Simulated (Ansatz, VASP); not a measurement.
Al5GaAs6 in VASP and in Ansatz

```
Al Ga As
1.0
     6.99746    0.00000    0.00000
    -3.49873    6.05998    0.00000
     0.00000    0.00000    6.64484
Al Ga As
5 1 6
Direct
  0.33364 0.33364 0.99944
  0.00000 0.66636 0.99944
  0.66636 0.00000 0.99944
  0.66667 0.33333 0.49993
  0.33333 0.66667 0.49993
  0.00000 0.00000 0.50069
  0.33406 0.33406 0.37373
  0.00000 0.66594 0.37373
  0.66594 0.00000 0.37373
  0.66667 0.33333 0.87396
  0.33333 0.66667 0.87396
  0.00000 0.00000 0.87602
```

Alike in both runs: functional PBE; k mesh 3 × 3 × 4; occupations gaussian, width 0.1 eV; no spin polarisation.

Ansatz relaxed the structure, and its values are those at the end. VASP's run is a single point on that final structure, the one shown.

```csv
,VASP,Ansatz
version,VASP 6.6.1,Ansatz 0.2.0
potentials or method,"VASP PAW PBE potentials, release 64 (Al, Ga_d, As)","scalar-relativistic, plane waves, PAW"
plane-wave cutoff (eV),520,420
valence electrons in the cell,58,118
```

|  | VASP | Ansatz | Ansatz less VASP |
| --- | --- | --- | --- |
| gap on the k mesh at the Fermi level (eV) | 1.36 | 1.36 | +0.002 |
| least direct gap on the mesh (eV) | 1.36 | 1.36 | +0.002 |
| pressure (GPa) | 0.3 | 0.1 | -0.16 |

The two sets of potentials don't hold the same shells in valence.

Caveats: an odd mesh through Γ misses points on the zone boundary, where band edges often lie. A hybrid or GW would open this gap; PBE tends to underestimate it.
